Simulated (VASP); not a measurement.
**HfB2 under changes of volume**

One of the cells (9.728 Å³/atom); the others are scaled copies at fixed shape and fractional positions:

```
CELL_PARAMETERS angstrom
3.12867 0.00000 0.00000
-1.56433 2.70951 0.00000
0.00000 0.00000 3.44259
ATOMIC_POSITIONS crystal
Hf 0.00000 0.00000 0.00000
B 0.66667 0.33333 0.50000
B 0.33333 0.66667 0.50000
```

```yaml
Program: VASP 6.6.1
Functional: PBEsol
Potentials_or_basis: VASP PAW PBE potentials, release 64 (Hf_pv, B)
Cutoff: 520 eV
k_mesh: 8 × 8 × 8
Occupations: fermi-dirac, width 0.05 eV
Spin: no spin polarisation
```

```tsv
volume (Å³/atom)	energy over the lowest point (meV/atom)	pressure (GPa)
9.339	14.04	11.8
9.533	3.45	5.6
9.728	0.00	0.0
9.922	3.04	-5.1
10.117	?	?
```

Problem. What does the run at 10.117 Å³/atom give?

Solution. Energy over the lowest point 11.96 meV/atom; pressure -9.7 GPa.

Worked out: A Birch-Murnaghan fit of order 2 (a polynomial in V^(-2/3)) to the other rows has its minimum at 9.73 Å³/atom with B0 = V·E''(V) = 267 GPa at fixed shape and positions, which overstates the stiffness. It gives 11.99 meV/atom at 10.117 Å³/atom, against the run's 11.96, and -dE/dV = -9.6 GPa, against -9.7.

Energies are extrapolated to zero smearing.

Caveats: the PAW data sets were made with another functional, which shifts forces and pressure a little.
